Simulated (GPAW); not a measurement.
# FePt (Tetraferroplatinum) (P4/mmm) in GPAW: notebook

One crystal, FePt (Tetraferroplatinum), is run at these levels: PBE, PBE+U; tasks: density of states.

Program: GPAW 26.7.0. These are calculated values, not measurements. Logs are shortened: lines on timing, memory, paths and dates and some standing lists are left out, and cuts for length are marked. The log counts tension as positive stress, the text compression.

## (1) Starting point

The structure is tetragonal, space group P4/mmm (No. 123). Conventional cell: a = 2.724 Å, b = 2.724 Å, c = 3.720 Å, α = 90.00°, β = 90.00°, γ = 90.00°. Around Pt (site symmetry 4/mmm) lie 8 Fe at 2.68 Å and 4 Pt at 2.72 Å. Fe (site symmetry 4/mmm) is surrounded by 8 Pt at 2.68 Å and 4 Fe at 2.72 Å.

## (2) Density of states, PBE, collinear spin, ferromagnetic start

run.py reads:

```python
import numpy as np
from ase import Atoms
from ase.dft.bandgap import bandgap
from ase.io import write
from ase.units import GPa
from gpaw import GPAW, PW

atoms = Atoms(['Pt', 'Fe'],
              cell=[[2.7235, 0.0, 0.0],
                    [0.0, 2.7235, 0.0],
                    [0.0, 0.0, 3.72]],
              scaled_positions=[[0.5, 0.5, 0.5],
                                [0.0, 0.0, 0.0]],
              pbc=True)
atoms.set_initial_magnetic_moments([0.0, 3.0])

calc = GPAW(mode=PW(600),
            xc='PBE',
            kpts={'size': (7, 7, 5), 'gamma': True},
            occupations={'name': 'fermi-dirac', 'width': 0.05},
            nbands=24,
            convergence={'density': 1e-05, 'energy': 1e-05},
            maxiter=150,
            txt='gpaw.txt')
atoms.calc = calc
energy = atoms.get_potential_energy()
forces = atoms.get_forces()
stress = atoms.get_stress()
calc.write('gs.gpw')
write('result.traj', atoms)
print(f'Energy: {energy:.6f} eV')
print('Forces (eV/A):')
print(forces.round(4))
print('Stress (GPa):', (stress / GPa).round(3))
print('Moments:', calc.get_magnetic_moments().round(3))
print('Fermi level:', round(calc.get_fermi_level(), 4), 'eV')
print(f'Gap: {bandgap(calc)[0]:.4f} eV, direct: {bandgap(calc, direct=True)[0]:.4f} eV')

dense = calc.fixed_density(kpts={'size': (10, 10, 7), 'gamma': True}, update_fermi_level=True,
                           nbands=34, convergence={'bands': 'CBM+6.0', 'eigenstates': 1e-6}, txt='dos.txt')
ef = dense.get_fermi_level()
dos = dense.dos(shift_fermi_level=False)
energies = np.linspace(ef - 14, ef + 6, 401)
spins = [0, 1]
columns = [energies] + [dos.raw_dos(energies, spin=s, width=0.05) for s in spins]
for symbol, l in [('Fe', 0), ('Fe', 1), ('Fe', 2), ('Pt', 0), ('Pt', 1), ('Pt', 2)]:
    for s in spins:
        columns.append(sum(dos.raw_pdos(energies, a=a.index, l=l, spin=s, width=0.05)
                           for a in atoms if a.symbol == symbol))
np.savetxt('dos.dat', np.array(columns).T, fmt='%.4f')
print('Fermi level on the dense mesh:', round(ef, 4), 'eV')
```

Potentials or basis: GPAW PAW data sets (gpaw-data 1.2.1), pw.

Launch:

```sh
OMP_NUM_THREADS=1 python run.py
```

gpaw.txt:

```text
__  _  _
 | _ |_)|_||  |
 |__||  | ||/\| - 26.7.0

Input parameters:
  mode=PW(ecut=600.0),
  convergence={'density': 1e-05, 'energy': 1e-05},
  kpts=MonkhorstPack(size=(7, 7, 5), gamma=True),
  maxiter=150,
  nbands=24,
  occupations=Occupations(name='fermi-dirac', width=0.05),
  xc=XC(name='PBE')

Diagonalizing LCAO Hamiltonian
Converting LCAO to pw mode
   .------.
  /|      |
 * |      |
 | |      |
 | | Pt   |
 | .------.
 |/      /
 Fe-----*

Atoms  # Å, Bohr magnetons
|   | symbol |        x |        y |        z |    initial magnetic moments |
|---|--------|----------|----------|----------|-----------------------------|
| 0 |     Pt | 1.361750 | 1.361750 | 1.860000 | ( 0.0000,  0.0000,  0.0000) |
| 1 |     Fe | 0.000000 | 0.000000 | 0.000000 | ( 0.0000,  0.0000,  3.0000) |

Unit cell  # Å
| periodic |        x |        y |        z |  lengths |    angles |
|----------|----------|----------|----------|----------|-----------|
|      yes | 2.723500 | 0.000000 | 0.000000 | 2.723500 | 90.000000 |
|      yes | 0.000000 | 2.723500 | 0.000000 | 2.723500 | 90.000000 |
|      yes | 0.000000 | 0.000000 | 3.720000 | 3.720000 | 90.000000 |

Number of symmetries: 16
Symmetry operations  # r_c * U_cc + t_c -> r_c
|    | kind |            matrix            |
|----|------|------------------------------|
|  0 |  E   |  1, 0, 0,  0, 1, 0,  0, 0, 1 |
|  1 |  σ   |  1, 0, 0,  0, 1, 0,  0, 0,-1 |
|  2 |  σ   |  1, 0, 0,  0,-1, 0,  0, 0, 1 |
|  3 |  C2  |  1, 0, 0,  0,-1, 0,  0, 0,-1 |
|  4 |  σ   |  0, 1, 0,  1, 0, 0,  0, 0, 1 |
|  5 |  C2  |  0, 1, 0,  1, 0, 0,  0, 0,-1 |
|  6 |  C4  |  0, 1, 0, -1, 0, 0,  0, 0, 1 |
|  7 |  S4  |  0, 1, 0, -1, 0, 0,  0, 0,-1 |
|  8 |  C4  |  0,-1, 0,  1, 0, 0,  0, 0, 1 |
|  9 |  S4  |  0,-1, 0,  1, 0, 0,  0, 0,-1 |
| 10 |  σ   |  0,-1, 0, -1, 0, 0,  0, 0, 1 |
| 11 |  C2  |  0,-1, 0, -1, 0, 0,  0, 0,-1 |
| 12 |  σ   | -1, 0, 0,  0, 1, 0,  0, 0, 1 |
| 13 |  C2  | -1, 0, 0,  0, 1, 0,  0, 0,-1 |
| 14 |  C2  | -1, 0, 0,  0,-1, 0,  0, 0, 1 |
| 15 |  i   | -1, 0, 0,  0,-1, 0,  0, 0,-1 |

BZ-sampling:
  Number of BZ points: 245
  Number of IBZ points: 30

  Monkhorst-Pack size: [7, 7, 5]
  Monkhorst-Pack shift: [0, 0, 0]

K-points  # in reciprocal-cell coordinates
|     |                                coordinates |     weight |
|-----|--------------------------------------------|------------|
|   0 | (  0.00000000,   0.00000000,   0.00000000) | 0.00408163 |
|   1 | (  0.00000000,   0.00000000,   0.20000000) | 0.00816327 |
|   2 | (  0.00000000,   0.00000000,   0.40000000) | 0.00816327 |
|   3 | (  0.14285714,   0.00000000,   0.00000000) | 0.01632653 |
|   4 | (  0.14285714,   0.00000000,   0.20000000) | 0.03265306 |
|   5 | (  0.14285714,   0.00000000,   0.40000000) | 0.03265306 |
|   6 | (  0.14285714,   0.14285714,   0.00000000) | 0.01632653 |
|   7 | (  0.14285714,   0.14285714,   0.20000000) | 0.03265306 |
|   8 | (  0.14285714,   0.14285714,   0.40000000) | 0.03265306 |
|   9 | (  0.28571429,   0.00000000,   0.00000000) | 0.01632653 |
| ... |                                            |            |
|  29 | (  0.42857143,   0.42857143,   0.40000000) | 0.03265306 |

Plane wave coefficients: 935
Cutoff: 600.0 eV

Spin-components: 2 (collinear spins)
Bands:           24
Projectors:      12
Spin-degeneracy: 1
Datatype:        complex128

Parallelization:
  kpt:    1
  domain: 1
  band:   1

Density:
  Valence electrons: 24.0
  Components: 2
  Grid points: [16 16 24]
  Charge: 0.0  # |e|

Potential:
  Grid points: [16 16 24]

species:
  Pt:
    name:    Platinum
    Z:       78.0
    valence: 16
    core:    62
    charge:  0.0  # [|e|]
    compensation charges:
      type: gauss
      rc: 0.41  # [Å]
      lmax: 2
    cutoffs:
      filter: 2.26  # [Å]
      core: 2.26  # [Å]
    projectors
    | kind |    occ | energy [eV] | rcut [Å] |
    |------|--------|-------------|----------|
    |   6s |  1.000 |      -5.628 |    1.307 |
    |   5p |  6.000 |     -56.051 |    1.371 |
    |   6p |  0.000 |      -0.845 |    1.371 |
    |   5d |  9.000 |      -6.153 |    1.307 |
    |    s |        |      21.583 |    1.307 |
    |    d |        |      21.058 |    1.307 |

    Using partial waves for Pt as LCAO basis

  Fe:
    name:    Iron
    Z:       26.0
    valence: 8
    core:    18
    charge:  0.0  # [|e|]
    compensation charges:
      type: gauss
      rc: 0.33  # [Å]
      lmax: 2
    cutoffs:
      filter: 2.06  # [Å]
      core: 2.67  # [Å]
    projectors
    | kind |    occ | energy [eV] | rcut [Å] |
    |------|--------|-------------|----------|
    |   4s |  2.000 |      -5.291 |    1.164 |
    |   4p |  0.000 |      -1.326 |    1.058 |
    |   3d |  6.000 |      -7.505 |    1.058 |
    |    s |        |      21.920 |    1.164 |
    |    p |        |      25.885 |    1.058 |
    |    d |        |      19.706 |    1.058 |

    Using partial waves for Fe as LCAO basis

Reference energy: -534994.817367  # eV

eigensolver:
  PPCG
  Converge bands: occupied
  niter=2

density mixing:
  MSR1-Mixer
  Pratt-step length: 0.05
  Maximum mixing coefficient: 0.75
  Old densities: 10
  SVD Regularization: 0.005
  Good broyden scale: 1.0
  Trust region scale: 1.0
  Backstep threshold: 4.0
  History deletion threshold: 6.0
  Fourier metric: weight=20.0, sigma=0.015

occupation numbers:
  Fermi-Dirac:
    width: 0.0500  # eV

poisson solver:
  ecut: 4800.0  # eV

xc functional:
  name: PBE with 2 nearest neighbor stencil

convergence criteria:
- Maximum integral of absolute [dens]ity change: 1e-05 electrons / valence electron
- Maximum [total energy] change in last 3 cyles: 1e-05 eV / valence electron
- Maximum integral of absolute [eigenst]ate change: 4e-08 eV^2 / valence electron
maximum number of iterations: 150

SCF iterations
|iter     | |      energy | eigst |  dens |  magmom |
|---------|-|-------------|-------|-------|---------|
|iter:   1| |  -18.299540 | +0.17 |       |  +3.0029|
|iter:   2| |  -16.354515 | -1.96 | -0.64 |  +2.9307|
|iter:   3| |  -16.085773 | -2.97 | -1.07 |  +2.9370|
|iter:   4| |  -15.869399 | -2.57 | -1.16 |  +2.9689|
|iter:   5| |  -15.850445 | -2.94 | -1.33 |  +3.0145|
|iter:   6| |  -15.853119 | -3.49 | -1.46 |  +3.0662|
|iter:   7| |  -15.876220 | -3.06 | -1.64 |  +3.1590|
|iter:   8| |  -15.884927 | -3.40 | -1.95 |  +3.2376|
|iter:   9| |  -15.884992 | -5.18 | -2.31 |  +3.2475|
|iter:  10| |  -15.885024c| -5.02 | -2.45 |  +3.2673|
|iter:  11| |  -15.885028c| -6.21 | -2.94 |  +3.2700|
|iter:  12| |  -15.885069c| -5.95 | -3.13 |  +3.2755|
|iter:  13| |  -15.885068c| -7.66c| -3.92 |  +3.2754|
|iter:  14| |  -15.885067c| -7.97c| -4.28 |  +3.2753|
|iter:  15| |  -15.885068c| -8.58c| -4.90 |  +3.2752|
|iter:  16| |  -15.885068c| -9.00c| -5.43c|  +3.2752|

Converged in 16 steps
Energy contributions relative to reference atoms: (reference = -534994.817367)

Energy contributions:
  Kinetic:           5.336819
  Coulomb:          -5.694624
  Zero:             -0.453502
  External:          0.000000
  Xc:              -15.066584
  Entropy:          -0.014354
  Spinorbit:         0.000000
  ----------------------------
  Free energy:     -15.892245
  Extrapolated:    -15.885068

dipole moment: (-6.630170, -6.630170, -9.056080)  # |e|*Ang

Total magnetic moment: (0.000000, 0.000000, 3.275179)

Local magnetic moments
|        x |        y |        z |
|----------|----------|----------|
| 0.000000 | 0.000000 | 0.365140 |  # Pt   0
| 0.000000 | 0.000000 | 2.903185 |  # Fe   1

Fermi level: 10.960
Eigenvalues  # (at kpt = [0.000, 0.000, 0.000])
| band index |      eig [eV] | occ [0-1] |      eig [eV] | occ [0-1] |
|------------|---------------|-----------|---------------|-----------|
|          0 |       -42.030 |     1.000 |       -41.720 |     1.000 |
|        ... |               |           |               |           |
|          4 |         4.625 |     1.000 |         5.183 |     1.000 |
|          5 |         4.822 |     1.000 |         5.195 |     1.000 |
|          6 |         7.528 |     1.000 |         8.593 |     1.000 |
|          7 |         7.528 |     1.000 |         8.593 |     1.000 |
|          8 |         8.096 |     1.000 |        10.167 |     1.000 |
|          9 |         8.867 |     1.000 |        10.193 |     1.000 |
[... 8 lines left out ...]
|         18 |        28.509 |     0.000 |        28.282 |     0.000 |
|         19 |        29.709 |     0.000 |        30.381 |     0.000 |
|        ... |               |           |               |           |
|         23 |        33.782 |     0.000 |        33.986 |     0.000 |

No gap
No difference between direct/indirect transitions

Forces  # eV/Ang
|       x |       y |       z |
|---------|---------|---------|
| 0.00000 | 0.00000 | 0.00000 |  # Pt   0
| 0.00000 | 0.00000 | 0.00000 |  # Fe   1

Stress tensor  # eV/Ang^3
|         x |         y |         z |
|-----------|-----------|-----------|
| -0.025358 |  0.000000 |  0.000000 |
|  0.000000 | -0.025358 |  0.000000 |
|  0.000000 |  0.000000 | -0.030639 |

# Writing to gs.gpw (mode='')
```

Run time: 81 s. Hardware: 1 thread of Arm Neoverse V1, shared host; peak memory 0.29 GiB.

Results:

| Property | Result |
| --- | --- |
| Free energy | -15.8922 eV |
| Pressure | 4.3 GPa |
| Band gap on the k mesh | none (metal or under the smearing width) |
| Net moment | 3.28 μB per cell |
| Site moments | Pt +0.37; Fe +2.90 μB |
| Density of states at the Fermi level | 1.50 states/eV per cell |

States per cell in windows of 1 eV (zero at the Fermi level; states under -8 eV left out):
```tsv
from (eV)	up	down
-8.0	0.15	0.14
-7.0	0.60	0.33
-6.0	1.45	0.98
-5.0	1.26	1.35
-4.0	1.94	1.11
-3.0	2.10	1.24
-2.0	1.81	0.91
-1.0	1.19	1.17
0.0	0.29	1.60
1.0	0.25	1.81
2.0	0.28	0.40
3.0	0.23	0.33
4.0	0.16	0.26
5.0	0.29	0.16
```

Spin-orbit coupling is left out, which matters for the levels of Pt.

## (3) Density of states, PBE+U, collinear spin, ferromagnetic start

Edit run.py of step 2 so:

```diff
@@ -20,2 +20,3 @@
             occupations={'name': 'fermi-dirac', 'width': 0.05},
+            setups={'Fe': ':d,1.0'},
             nbands=24,
```

Potentials or basis: GPAW PAW data sets (gpaw-data 1.2.1), pw.

Launch:

```sh
OMP_NUM_THREADS=1 python run.py
```

gpaw.txt:

```text
__  _  _
 | _ |_)|_||  |
 |__||  | ||/\| - 26.7.0

Input parameters:
  mode=PW(ecut=600.0),
  convergence={'density': 1e-05, 'energy': 1e-05},
  kpts=MonkhorstPack(size=(7, 7, 5), gamma=True),
  maxiter=150,
  nbands=24,
  occupations=Occupations(name='fermi-dirac', width=0.05),
  setups={'Fe': ':d,1.0'},
  xc=XC(name='PBE')

Diagonalizing LCAO Hamiltonian
Converting LCAO to pw mode
   .------.
  /|      |
 * |      |
 | |      |
 | | Pt   |
 | .------.
 |/      /
 Fe-----*

Atoms  # Å, Bohr magnetons
|   | symbol |        x |        y |        z |    initial magnetic moments |
|---|--------|----------|----------|----------|-----------------------------|
| 0 |     Pt | 1.361750 | 1.361750 | 1.860000 | ( 0.0000,  0.0000,  0.0000) |
| 1 |     Fe | 0.000000 | 0.000000 | 0.000000 | ( 0.0000,  0.0000,  3.0000) |

Unit cell  # Å
| periodic |        x |        y |        z |  lengths |    angles |
|----------|----------|----------|----------|----------|-----------|
|      yes | 2.723500 | 0.000000 | 0.000000 | 2.723500 | 90.000000 |
|      yes | 0.000000 | 2.723500 | 0.000000 | 2.723500 | 90.000000 |
|      yes | 0.000000 | 0.000000 | 3.720000 | 3.720000 | 90.000000 |

Number of symmetries: 16
Symmetry operations  # r_c * U_cc + t_c -> r_c
|    | kind |            matrix            |
|----|------|------------------------------|
|  0 |  E   |  1, 0, 0,  0, 1, 0,  0, 0, 1 |
|  1 |  σ   |  1, 0, 0,  0, 1, 0,  0, 0,-1 |
|  2 |  σ   |  1, 0, 0,  0,-1, 0,  0, 0, 1 |
|  3 |  C2  |  1, 0, 0,  0,-1, 0,  0, 0,-1 |
|  4 |  σ   |  0, 1, 0,  1, 0, 0,  0, 0, 1 |
|  5 |  C2  |  0, 1, 0,  1, 0, 0,  0, 0,-1 |
|  6 |  C4  |  0, 1, 0, -1, 0, 0,  0, 0, 1 |
|  7 |  S4  |  0, 1, 0, -1, 0, 0,  0, 0,-1 |
|  8 |  C4  |  0,-1, 0,  1, 0, 0,  0, 0, 1 |
|  9 |  S4  |  0,-1, 0,  1, 0, 0,  0, 0,-1 |
| 10 |  σ   |  0,-1, 0, -1, 0, 0,  0, 0, 1 |
| 11 |  C2  |  0,-1, 0, -1, 0, 0,  0, 0,-1 |
| 12 |  σ   | -1, 0, 0,  0, 1, 0,  0, 0, 1 |
| 13 |  C2  | -1, 0, 0,  0, 1, 0,  0, 0,-1 |
| 14 |  C2  | -1, 0, 0,  0,-1, 0,  0, 0, 1 |
| 15 |  i   | -1, 0, 0,  0,-1, 0,  0, 0,-1 |

BZ-sampling:
  Number of BZ points: 245
  Number of IBZ points: 30

  Monkhorst-Pack size: [7, 7, 5]
  Monkhorst-Pack shift: [0, 0, 0]
[... 106 lines left out ...]
  SVD Regularization: 0.005
  Good broyden scale: 1.0
  Trust region scale: 1.0
  Backstep threshold: 4.0
  History deletion threshold: 6.0
  Fourier metric: weight=20.0, sigma=0.015

occupation numbers:
  Fermi-Dirac:
    width: 0.0500  # eV

poisson solver:
  ecut: 4800.0  # eV

xc functional:
  name: PBE with 2 nearest neighbor stencil

convergence criteria:
- Maximum integral of absolute [dens]ity change: 1e-05 electrons / valence electron
- Maximum [total energy] change in last 3 cyles: 1e-05 eV / valence electron
- Maximum integral of absolute [eigenst]ate change: 4e-08 eV^2 / valence electron
maximum number of iterations: 150

SCF iterations
|iter     | |      energy | eigst |  dens |  magmom |
|---------|-|-------------|-------|-------|---------|
|iter:   1| |  -17.364688 | +0.17 |       |  +3.0029|
|iter:   2| |  -15.695919 | -2.00 | -0.68 |  +2.9506|
|iter:   3| |  -15.414158 | -2.85 | -1.04 |  +2.9724|
|iter:   4| |  -15.244528 | -2.62 | -1.14 |  +3.0418|
|iter:   5| |  -15.243672 | -2.89 | -1.28 |  +3.1305|
|iter:   6| |  -15.253181 | -3.36 | -1.41 |  +3.2083|
|iter:   7| |  -15.288020 | -2.96 | -1.60 |  +3.3412|
|iter:   8| |  -15.298772 | -3.49 | -1.94 |  +3.4154|
|iter:   9| |  -15.299203 | -4.92 | -2.33 |  +3.4177|
|iter:  10| |  -15.299310 | -5.05 | -2.53 |  +3.4251|
|iter:  11| |  -15.299333c| -6.02 | -3.07 |  +3.4262|
|iter:  12| |  -15.299360c| -6.18 | -3.40 |  +3.4275|
|iter:  13| |  -15.299361c| -7.72c| -4.00 |  +3.4274|
|iter:  14| |  -15.299362c| -8.10c| -4.41 |  +3.4272|
|iter:  15| |  -15.299362c| -8.52c| -5.07c|  +3.4272|

Converged in 15 steps
Energy contributions relative to reference atoms: (reference = -534994.817367)

Energy contributions:
  Kinetic:           9.093190
  Coulomb:          -8.813021
  Zero:             -0.467504
  External:          0.000000
  Xc:              -15.105149
  Entropy:          -0.013755
  Spinorbit:         0.000000
  ----------------------------
  Free energy:     -15.306240
  Extrapolated:    -15.299362

dipole moment: (-6.627853, -6.627853, -9.052915)  # |e|*Ang

Total magnetic moment: (0.000000, 0.000000, 3.427211)

Local magnetic moments
|        x |        y |        z |
|----------|----------|----------|
| 0.000000 | 0.000000 | 0.351424 |  # Pt   0
| 0.000000 | 0.000000 | 3.094716 |  # Fe   1

Fermi level: 11.074
Eigenvalues  # (at kpt = [0.000, 0.000, 0.000])
| band index |      eig [eV] | occ [0-1] |      eig [eV] | occ [0-1] |
|------------|---------------|-----------|---------------|-----------|
|          0 |       -41.927 |     1.000 |       -41.634 |     1.000 |
|        ... |               |           |               |           |
|          4 |         4.488 |     1.000 |         5.251 |     1.000 |
|          5 |         4.809 |     1.000 |         5.292 |     1.000 |
|          6 |         7.203 |     1.000 |         8.689 |     1.000 |
|          7 |         7.203 |     1.000 |         8.689 |     1.000 |
|          8 |         7.654 |     1.000 |        10.261 |     1.000 |
|          9 |         8.348 |     1.000 |        10.288 |     1.000 |
[... 8 lines left out ...]
|         18 |        28.539 |     0.000 |        28.267 |     0.000 |
|         19 |        29.549 |     0.000 |        30.390 |     0.000 |
|        ... |               |           |               |           |
|         23 |        33.779 |     0.000 |        33.976 |     0.000 |

No gap
No difference between direct/indirect transitions

Forces  # eV/Ang
|       x |        y |       z |
|---------|----------|---------|
| 0.00000 |  0.00000 | 0.00000 |  # Pt   0
| 0.00000 | -0.00000 | 0.00000 |  # Fe   1

Stress tensor  # eV/Ang^3
|         x |         y |         z |
|-----------|-----------|-----------|
| -0.047277 |  0.000000 |  0.000000 |
|  0.000000 | -0.047277 |  0.000000 |
|  0.000000 |  0.000000 | -0.038709 |

# Writing to gs.gpw (mode='')
```

dos.txt:

```text
Diagonalizing LCAO Hamiltonian
Converting LCAO to pw mode
convergence criteria:
- Maximum integral of absolute [eigenst]ate change: 1e-06 eV^2 / valence electron
maximum number of iterations: 150

SCF iterations
|iter     | |      energy | eigst |  dens |  magmom |
|---------|-|-------------|-------|-------|---------|
|iter:   1| |             | +0.15 |       |  +3.4272|
|iter:   2| |             | -2.12 |       |  +3.4272|
|iter:   3| |             | -3.71 |       |  +3.4272|
|iter:   4| |             | -5.17 |       |  +3.4272|
|iter:   5| |             | -6.28c|       |  +3.4272|
SCF steps: 5
  __  _  _
 | _ |_)|_||  |
 |__||  | ||/\| - 26.7.0

Input parameters:
  mode=PW(ecut=600.0),
  convergence={'bands': 'CBM+6.0', 'eigenstates': 1e-06},
  gpts=array([16, 16, 24]),
  kpts=MonkhorstPack(size=(10, 10, 7), gamma=True),
  maxiter=150,
  nbands=34,
  occupations=Occupations(name='fermi-dirac', width=0.05),
  setups={'Fe': ':d,1.0'},
  xc=XC(name='PBE')
```

It took 81 s on 1 thread of Arm Neoverse V1, shared host; peak memory 0.29 GiB.

What came out:

```
Free energy                          : -15.3062 eV
Pressure                             : 7.1 GPa
Band gap on the k mesh               : none (metal or under the smearing width)
Net moment                           : 3.43 μB per cell
Site moments                         : Pt +0.35; Fe +3.09 μB
Density of states at the Fermi level : 2.10 states/eV per cell
```

States per cell in windows of 1 eV (zero at the Fermi level; states under -8 eV left out):
| from (eV) | up | down |
| --- | --- | --- |
| -8.0 | 0.15 | 0.13 |
| -7.0 | 0.69 | 0.32 |
| -6.0 | 1.53 | 0.97 |
| -5.0 | 1.59 | 1.35 |
| -4.0 | 2.44 | 1.07 |
| -3.0 | 1.67 | 1.25 |
| -2.0 | 1.65 | 0.82 |
| -1.0 | 0.87 | 1.22 |
| 0.0 | 0.29 | 1.16 |
| 1.0 | 0.17 | 2.21 |
| 2.0 | 0.30 | 0.51 |
| 3.0 | 0.26 | 0.34 |
| 4.0 | 0.12 | 0.24 |
| 5.0 | 0.31 | 0.17 |

Caveat: the U is typed as a test and isn't derived for this compound. The state reached can hang on the start; a lower one may exist.

(Continued in part 2 of 2.)
